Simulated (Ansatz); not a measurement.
## Bi2Te2Se in Ansatz: the effect of functional

Bi2Te2Se:

```
Bi Te Se
1.0
     2.16097    1.24764   10.58557
    -2.16097    1.24764   10.58557
     0.00000   -2.49527   10.58557
Bi Te Se
2 2 1
Direct
  0.39172 0.39172 0.39172
  0.60828 0.60828 0.60828
  0.78040 0.78040 0.78040
  0.21960 0.21960 0.21960
  0.00000 0.00000 0.00000
```

The cell is a database's computed one.

Alike in all runs:

- Program: Ansatz 0.2.0
- Task: projected density of states
- Potentials or basis: Ansatz PAW
- k mesh: 7 × 7 × 7
- Occupations: fermi-dirac, width 0.05 eV
- Spin: no spin polarisation

Q: One run gave: gap on the mesh 0.73 eV; pressure 0.0 GPa; largest force 0.06 eV/Å. Which functional did it use?
A. PBEsol
B. r2SCAN
C. LDA

A: B.

```csv
functional,cutoff,gap on the mesh (eV),pressure (GPa),largest force (eV/Å)
LDA,420 eV (not typed: the program's choice for these potentials),0.37,-2.6,0.14
PBEsol,420 eV (not typed: the program's choice for these potentials),0.41,-1.5,0.05
r2SCAN,500 eV (not typed: the program's choice for these potentials),0.73,0.0,0.06
```

Caveats: odd divisions of the mesh miss points on the zone boundary, where band edges often lie, so the gap on the mesh can be too wide; spin-orbit coupling is left out, which as a rule narrows the gap of such compounds by several tenths of an eV; the PAW data sets come from PBE, with cores solved anew for the run's functional, which leaves a small shift of forces and pressure; the density of states is complete only up to the lowest level of the last band computed.

A k mesh can miss the band edges.
